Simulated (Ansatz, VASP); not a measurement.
**P in VASP and in Ansatz**

```
P
1.0
    -2.29973    2.29973    3.55852
     2.29973   -2.29973    3.55852
     2.29973    2.29973   -3.55852
P
4
Direct
  0.37500 0.62500 0.75000
  0.87500 0.62500 0.25000
  0.37500 0.12500 0.75000
  0.37500 0.62500 0.25000
```

Alike in both runs: task single point; functional PBE; k mesh 6 × 6 × 6; occupations gaussian, width 0.1 eV; no spin polarisation.

```csv
,VASP,Ansatz
version,VASP 6.6.1,Ansatz 0.2.0
potentials or method,"VASP PAW PBE potentials, release 64 (P)","scalar-relativistic, plane waves, PAW"
plane-wave cutoff (eV),520,420
valence electrons in the cell,20,20
```

Ansatz gave:

```
gap on the k mesh at the Fermi level (eV)       : none
pressure (GPa)                                  : 5.7
largest component of the traceless stress (GPa) : 1.58
```

Task: Estimate VASP's values.

Result: gap on the k mesh at the Fermi level (eV): none; pressure (GPa): 5.4; largest component of the traceless stress (GPa): 1.59.

A gap of «none» marks a metal or a gap that the smearing closes.
